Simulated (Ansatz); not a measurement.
# CO2: gradients and densities at the nuclei, part 3 of 3

Wanted: quadrupolar parameters for every site of CO2, with a sense of how robust they are. The cell is a computed entry of the Materials Project. Planned: a single point, then r2SCAN, then a check of xc_grid with chi_scale.

Ansatz 0.2.0; DFT, PBE, plane-wave PAW, default files, scalar-relativistic, as far as a step names no other.

## (4) Settings changed: basis.xc_grid = 3, scf.initial_density.chi_scale = 0.0

File input.yaml:

```yaml
crystal:
  lattice:
    - [10.994667, 0.0, 0.0]
    - [0.0, 3.766817, 0.0]
    - [0.0, 0.0, 5.583264]
  atoms:
    - { symbol: C, position: [0.66376, 0.237282, 0.102277] }
    - { symbol: C, position: [0.33624, 0.762718, 0.602277] }
    - { symbol: C, position: [0.83624, 0.737282, 0.602277] }
    - { symbol: C, position: [0.16376, 0.262718, 0.102277] }
    - { symbol: O, position: [0.565421, 0.327711, 0.048622] }
    - { symbol: O, position: [0.434579, 0.672289, 0.548622] }
    - { symbol: O, position: [0.934579, 0.827711, 0.548622] }
    - { symbol: O, position: [0.065421, 0.172289, 0.048622] }
    - { symbol: O, position: [0.76255, 0.146742, 0.1571] }
    - { symbol: O, position: [0.23745, 0.853258, 0.6571] }
    - { symbol: O, position: [0.73745, 0.646742, 0.6571] }
    - { symbol: O, position: [0.26255, 0.353258, 0.1571] }
kpoints:
  mp_grid: { grid: [2, 6, 4] }
scf:
  occupations: { method: fermi_dirac, width: 0.02 }
  initial_density: { chi_scale: 0.0 }
hamiltonian:
  xc: pbe
  pseudopotentials: { kind: paw }
output:
  forces: true
  stress: true
  populations: true
  efg: { quadrupole_moments_barn: { O: -0.02558 }, contact_densities: true }
  write_density: true
  write_potential: true
  elf: true
  volumetric_format: npy
basis:
  xc_grid: 3
```

Run with:

```console
$ ansatz run input.yaml --threads 1 --pin off --max-ram 2560MiB --backend cpu --events-out ev --progress --plain --runs-dir out
```

What it wrote:

```text
Warning: RAYON_NUM_THREADS=1 ignored (pool sized by the plan → 1); use --threads N
Engine: ansatz 0.2.0, x86_64-unknown-linux-gnu
Pseudopotentials: kind: paw
Pseudopotential: C, paw, valence charge 4, recommended cutoff 420 eV (normal), C.paw.azcp
Pseudopotential: O, paw, valence charge 6, recommended cutoff 420 eV (normal), O.paw.azcp
Functional definition: PBE
  parameter kappa = 0.804
  parameter beta = 0.06672455060314922
  exchange = pbe_x(kappa = kappa, mu = beta*pi^2/3)
  correlation = pbe_c(beta = beta)
Crystal: 12 atoms, lattice volume = 231.230 Å³
Basis set: ecut = 420 eV, 4539 PW (Γ), exchange–correlation on 225×81×120 points (27 copies of the dense FFT grid, shifted against one another)
Bands: 44, of which v1, the nominal top of the filled ones, is band 32 counted from 1 (31 counted from 0)
Symmetry: 4 space group operations
Space group: Pna21 (ITA 33), of the structure as read, at distance tolerance 6.1e-5 Å
k-points: 24 of 48 (time reversal used)
Non-local potential: C, projectors of the file, l = 0: 2, l = 1: 2, l = 2: 1
Non-local potential: O, projectors of the file, l = 0: 2, l = 1: 2, l = 2: 1
PAW form: soft (Blöchl's): semilocal exchange-correlation on the pseudo side does not see the compensation charge
PAW one-centre angular grid: C, 110 points (default); XC on 64 Gauss nodes
PAW one-centre angular grid: O, 110 points (default); XC on 64 Gauss nodes
Initial density: superposition of atomic densities (chi_scale 0, normalization cell)
Initial wavefunctions: pseudopotential atomic-orbital guess
Functional: x = pbe(κ = 0.804, μ = 0.2195149727645171), c = pbe(β = 0.06672455060314922)
SCF iter   1: F=—  HF=-5545.338884 eV  |F-HF|=—  |Δ(HF+E_count)|=         —  Δρ=1.04e-1  dr2=2.10e1  ethr=3.10e-3  ⟨swp⟩=6.9  Hψ=4645  notcnv=0  defer=1
preconditioner: auto → Resta (q_TF=auto, 2.202 Å⁻¹)  ε∞=2.4  [insulator: Δε(μ)=8.149 eV  Ē_g=16.521 eV  σ=0.020 eV  W_gap=1.00  n_scr=42 (ndim 8)  ℏωp=19.5 eV  f_vac=0.232  D(μ)=0.00/eV (n_scr^D=0)  ε∞_Penn≈2.4]
SCF iter   2: F=—  HF=-5540.165482 eV  |F-HF|=—  |Δ(HF+E_count)|=    5.17e0  Δρ=4.82e-2  dr2=2.85e0  ethr=3.10e-3  ⟨swp⟩=3.7  Hψ=2918  notcnv=0  defer=97
SCF iter   3: F=—  HF=-5539.580773 eV  |F-HF|=—  |Δ(HF+E_count)|=   5.85e-1  Δρ=1.93e-2  dr2=5.53e-1  ethr=3.10e-3  ⟨swp⟩=2.1  Hψ=2109  notcnv=0  defer=102
SCF iter   4: F=—  HF=-5539.488574 eV  |F-HF|=—  |Δ(HF+E_count)|=   9.22e-2  Δρ=7.14e-3  dr2=9.24e-2  ethr=8.63e-4  ⟨swp⟩=3.0  Hψ=1770  notcnv=0  defer=102
SCF iter   5: F=—  HF=-5539.478153 eV  |F-HF|=—  |Δ(HF+E_count)|=   1.04e-2  Δρ=3.44e-3  dr2=2.58e-2  ethr=1.44e-4  ⟨swp⟩=2.5  Hψ=1763  notcnv=0  defer=102
SCF iter   6: F=—  HF=-5539.474535 eV  |F-HF|=—  |Δ(HF+E_count)|=   3.62e-3  Δρ=5.83e-4  dr2=7.25e-4  ethr=4.03e-5  ⟨swp⟩=2.9  Hψ=1800  notcnv=0  defer=102
SCF iter   7: F=—  HF=-5539.475027 eV  |F-HF|=—  |Δ(HF+E_count)|=   4.92e-4  Δρ=1.02e-4  dr2=1.66e-5  ethr=1.13e-6  ⟨swp⟩=2.5  Hψ=1634  notcnv=0  defer=102
SCF iter   8: F=—  HF=-5539.474681 eV  |F-HF|=—  |Δ(HF+E_count)|=   3.46e-4  Δρ=1.68e-5  dr2=5.75e-7  ethr=2.60e-8  ⟨swp⟩=2.5  Hψ=1808  notcnv=0  defer=102
SCF iter   9: F=-5539.474681 eV  HF=-5539.474681 eV  |F-HF|=1.83e-10  |Δ(HF+E_count)|=   4.06e-7  Δρ=2.89e-6  dr2=1.74e-8  ethr=1.56e-10  ⟨swp⟩=16.6  Hψ=8210  notcnv=0
SCF 1 converged in 9 iterations: F = -5539.474681 eV  dr2 = 1.74e-8
SCF converged after 9 iterations
Free energy (F): -5539.474681 eV
Harris-Foulkes:  -5539.474681 eV  (|F-HF|=1.83e-10)
Internal energy: -5539.474681 eV  (E = F + TS)
E sigma→0 (E₀):  -5539.474681 eV
Fermi energy:    -0.557488 eV
--- Per-component energies (eV) ---
  E_band       = -692.577313
  E_kinetic    = 1736.450503
  E_local      = -5533.337612  (includes V_loc(G=0)·N_el)
  E_nonlocal   = 498.702376
  E_hartree    = 1943.011737
  E_xc         = -765.043332
  E_vxc        = -966.780892  (∫ρ·V_xc dr)
  E_paw        = -1662.199043  (= ΣΔE_a)
  E_vpaw       = -313.651835  (= ΣTr[D̂ρ^β])
  E_aug_tail   = 0.019398  (compensation charges beyond the density's cutoff)
  E_ewald      = -1757.078709
  E_smearing   = -0.000000  (= −TS)
  E_closure    = -0.000000  (closes the sum)
  Σ components = -5539.474681   (vs F -5539.474681, Δ=0.00e0)
--- Forces (eV/Å), atoms counted from 1 ---
  atom   1  C     -0.05001497    -0.01154855     0.02231564
  atom   2  C      0.05001497     0.01154855     0.02231564
  atom   3  C      0.05001497    -0.01154855     0.02231564
  atom   4  C     -0.05001497     0.01154855     0.02231564
  atom   5  O      0.47466416    -0.15131168     0.15208628
  atom   6  O     -0.47466416     0.15131168     0.15208628
  atom   7  O     -0.47466416    -0.15131168     0.15208628
  atom   8  O      0.47466416     0.15131168     0.15208628
  atom   9  O     -0.54857047     0.14914176    -0.17440261
  atom  10  O      0.54857047    -0.14914176    -0.17440261
  atom  11  O      0.54857047     0.14914176    -0.17440261
  atom  12  O     -0.54857047    -0.14914176    -0.17440261
  max |Σ_I F_I| component: 2.79e-6 eV/Å
--- Stress (GPa, compression-positive) ---
       -2.658587       0.000000       0.000000
        0.000000       0.037500       0.000000
        0.000000       0.000000       0.077067
  P = ⅓ Tr σ = -0.8480 GPa (-8.480 kbar)
--- PAW observables at the nuclei: V_zz in 10²¹ V/m², potentials from the cell's mean, atoms counted from 1 ---
  atom   1  C  V_zz =    -2.883004   η = 0.0154   by run symmetry: allowed
            electrostatic potential = -402.881235 V   contact ρ = 869.111957 e/Å³
  atom   2  C  V_zz =    -2.883004   η = 0.0154   by run symmetry: allowed
            electrostatic potential = -402.881235 V   contact ρ = 869.111957 e/Å³
  atom   3  C  V_zz =    -2.883004   η = 0.0154   by run symmetry: allowed
            electrostatic potential = -402.881235 V   contact ρ = 869.111957 e/Å³
  atom   4  C  V_zz =    -2.883004   η = 0.0154   by run symmetry: allowed
            electrostatic potential = -402.881235 V   contact ρ = 869.111957 e/Å³
  atom   5  O  V_zz =    +6.907949   η = 0.0524   by run symmetry: allowed   C_q = -4.2727 MHz
            electrostatic potential = -612.138373 V   contact ρ = 2159.947004 e/Å³
  atom   6  O  V_zz =    +6.907949   η = 0.0524   by run symmetry: allowed   C_q = -4.2727 MHz
            electrostatic potential = -612.138373 V   contact ρ = 2159.947004 e/Å³
  atom   7  O  V_zz =    +6.907949   η = 0.0524   by run symmetry: allowed   C_q = -4.2727 MHz
            electrostatic potential = -612.138373 V   contact ρ = 2159.947004 e/Å³
  atom   8  O  V_zz =    +6.907949   η = 0.0524   by run symmetry: allowed   C_q = -4.2727 MHz
            electrostatic potential = -612.138373 V   contact ρ = 2159.947004 e/Å³
  atom   9  O  V_zz =    +7.578572   η = 0.0241   by run symmetry: allowed   C_q = -4.6875 MHz
            electrostatic potential = -612.074514 V   contact ρ = 2159.640289 e/Å³
  atom  10  O  V_zz =    +7.578572   η = 0.0241   by run symmetry: allowed   C_q = -4.6875 MHz
            electrostatic potential = -612.074514 V   contact ρ = 2159.640289 e/Å³
  atom  11  O  V_zz =    +7.578572   η = 0.0241   by run symmetry: allowed   C_q = -4.6875 MHz
            electrostatic potential = -612.074514 V   contact ρ = 2159.640289 e/Å³
  atom  12  O  V_zz =    +7.578572   η = 0.0241   by run symmetry: allowed   C_q = -4.6875 MHz
            electrostatic potential = -612.074514 V   contact ρ = 2159.640289 e/Å³
--- Band table (eV; the first three rows and the last of 24) ---
  k-point 0: bands = ["-24.0555", "-24.0369", "-23.9460", "-23.9379", "-23.0004", "-22.9975", "-22.9915", "-22.9795", "-8.9794", "-8.9188", "-8.8740", "-8.6975", "-7.9816", "-7.8963", "-7.7675", "-7.7298", "-7.6292", "-7.4466", "-7.4411", "-7.3918", "-7.2976", "-7.2593", "-7.1997", "-7.1434", "-4.1874", "-4.0207", "-4.0111", "-3.9990", "-3.9420", "-3.9033", "-3.8503", "-3.8056", "2.6613", "3.6481", "4.1036", "4.2521", "4.3188", "4.4300", "4.5264", "4.5507", "4.5760", "4.8382", "5.1496", "6.2372"]
  k-point 1: bands = ["-24.0384", "-24.0232", "-23.9589", "-23.9553", "-22.9997", "-22.9948", "-22.9933", "-22.9822", "-8.9821", "-8.9369", "-8.8391", "-8.7152", "-7.9887", "-7.8808", "-7.8333", "-7.6265", "-7.5840", "-7.4430", "-7.4152", "-7.3740", "-7.2996", "-7.2985", "-7.2279", "-7.2216", "-4.1420", "-4.0285", "-4.0263", "-3.9940", "-3.9652", "-3.9028", "-3.8572", "-3.8535", "3.0387", "3.9802", "4.2105", "4.3076", "4.3738", "4.4895", "4.4923", "4.5296", "4.6072", "4.7553", "5.0665", "5.4693"]
  k-point 2: bands = ["-23.9970", "-23.9970", "-23.9907", "-23.9907", "-22.9970", "-22.9970", "-22.9885", "-22.9885", "-8.9693", "-8.9693", "-8.7681", "-8.7681", "-7.9755", "-7.9755", "-7.6863", "-7.6863", "-7.4214", "-7.4214", "-7.3744", "-7.3744", "-7.3293", "-7.3293", "-7.3153", "-7.3153", "-4.0453", "-4.0453", "-4.0399", "-4.0399", "-3.9412", "-3.9412", "-3.8825", "-3.8825", "4.0026", "4.0026", "4.4175", "4.4175", "4.4665", "4.4665", "4.5070", "4.5070", "4.6548", "4.6548", "4.7178", "4.7178"]
  k-point 23: bands = ["-23.9741", "-23.9741", "-23.9480", "-23.9480", "-23.0007", "-23.0007", "-22.9741", "-22.9741", "-8.8995", "-8.8995", "-8.8598", "-8.8598", "-7.9815", "-7.9815", "-7.9677", "-7.9677", "-7.6236", "-7.6236", "-7.5539", "-7.5539", "-7.3832", "-7.3832", "-7.2680", "-7.2680", "-4.1390", "-4.1390", "-4.1368", "-4.1368", "-3.9692", "-3.9692", "-3.8859", "-3.8859", "4.1738", "4.1738", "4.2396", "4.2396", "4.7084", "4.7084", "4.7879", "4.7879", "6.2692", "6.2692", "6.2927", "6.2927"]
--- Löwdin populations: 12 sites ---
  site symbol       q [e]
     0      C      3.2377
     1      C      3.2377
     2      C      3.2377
     3      C      3.2377
     4      O      6.2452
     5      O      6.2452
     6      O      6.2452
     7      O      6.2452
     8      O      6.2842
     9      O      6.2842
    10      O      6.2842
    11      O      6.2842
  spilling = 0.014558 (of n_electrons = 64.000000)
```

Run time: 38 s. Hardware: 1 thread of Intel Xeon Platinum 8375C at 2.90GHz (Ice Lake), shared host; peak memory 0.54 GiB.

The run ends with gap on the mesh 6.47 eV, largest force 0.595 eV/Å, pressure -0.8 GPa.

Against step 2 (V_zz in 10²¹ V/m²):

```
site         atoms  V_zz, PBE  V_zz, new settings  η, PBE  η, new settings
   C    1, 2, 3, …      -2.88               -2.88    0.02             0.02
  O5    5, 6, 7, …       6.91                6.91    0.05             0.05
  O9  9, 10, 11, …       7.58                7.58    0.02             0.02
```

The sizes of the gradients above 0.15 moved by less than 0.1 % at any site. The free energy stayed within 0.1 meV/atom.

## (5) From gradients to spectra (values of step 2)

¹⁷O (I = 5/2, Q = -25.58 mb) at 11.7 T, Larmor frequency 67.6 MHz. Second-order quadrupolar shifts of the central transition; chemical shifts are not computed, so all sites share one zero.

```
site  count  C_Q (MHz)     η  ν_Q (MHz)  δ_QIS (ppm)
  O5      4      -4.27  0.05      0.641        -24.0
  O9      4      -4.69  0.02      0.703        -28.9
```

¹⁷O central transition, under fast magic-angle spinning:

(kHz, intensity): (-5.1, 0), (-4.9, 2), (-4.6, 3), (-4.4, 3), (-4.2, 3), (-4.0, 5), (-3.8, 6), (-3.6, 6), (-3.4, 6), (-3.2, 10), (-3.0, 46), (-2.8, 30), (-2.6, 52), (-2.4, 56), (-2.2, 44), (-1.9, 41), (-1.7, 40), (-1.5, 41), (-1.3, 45), (-1.1, 51), (-0.9, 69), (-0.7, 100), (-0.5, 20), (-0.3, 0)

## (6) Results

This closing draws on all 3 parts.

```
                                                                      quantity                                                                                                       value
                                                                state (step 2)                                        gap on the mesh 6.47 eV, largest force 0.595 eV/Å, pressure -0.8 GPa
                                              V_zz by site, step 2 (10²¹ V/m²)                                                                                   C -2.88, O5 6.91, O9 7.58
                                                   largest C_Q in size, step 2                                                                                         4.69 MHz, ¹⁷O at O9
                                     step 3 (functional r2SCAN) against step 2  8 % in the median, 21 % at the site that moves most (small gradients counted from 0.15; C, -2.88 to -3.50)
step 4 (basis.xc_grid = 3, scf.initial_density.chi_scale = 0.0) against step 2                                                                                 less than 0.1 % at any site
```

**Reading.** Site O9 (1 C at 1.18 Å) carries the largest gradient. The atoms are not relaxed at this level (largest force 0.59 eV/Å). Between PBE and r2SCAN the gradients differ by up to 21 % at the worst site (8 % in the median). At 11.7 T the ¹⁷O line of the largest coupling listed spans about 4.2 kHz under magic-angle spinning and 10 kHz static, from the quadrupolar part alone (no shift anisotropy).

These are semilocal Kohn-Sham gaps, which aren't the measured quantity. Such gaps usually fall short of the measured ones.
